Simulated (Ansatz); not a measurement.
Crystal: TiSi2.

```xyz
6
Lattice="1.7651 -6.7593 0.0000 1.7651 6.7593 0.0000 0.0000 0.0000 3.5652" Properties=species:S:1:pos:R:3 pbc="T T T"
Ti    1.7651    5.3653    0.8913
Ti    1.7651   -5.3653    2.6739
Si    1.7651   -3.3839    0.8913
Si    1.7651    3.3839    2.6739
Si    1.7651    0.7875    0.8913
Si    1.7651   -0.7875    2.6739
```

The cell comes from a database or a generator and needn't be the stable form of this composition.

Base run:

* Program: Ansatz 0.2.0
* Functional: PBEsol
* Potentials or basis: Ansatz PAW
* Cutoff: 420 eV
* Density cutoff: 1680 eV
* k mesh: 8 × 8 × 8
* Occupations: fermi-dirac, width 0.05 eV
* Spin: no spin polarisation

Its results: band gap on the k mesh none (metal or under the smearing width); pressure -2.2 GPa; largest force 0.204 eV/Å.

**Question.** The run is repeated on the same cell with these changes: hubbard terms from none to Ti d U = 3 eV; hubbard projectors from none to ortho-atomic (the default). What comes out?

**Answer.** Band gap on the k mesh none (metal or under the smearing width); pressure 0.3 GPa; largest force 0.247 eV/Å.

Caveats: the PAW data sets come from PBE, with cores solved anew for the run's functional, which leaves a small shift of forces and pressure; U without spin polarisation on a metal has little footing (some runs); the U is typed as a test and isn't derived for this compound (some runs).

Not every run made on this cell is shown here.
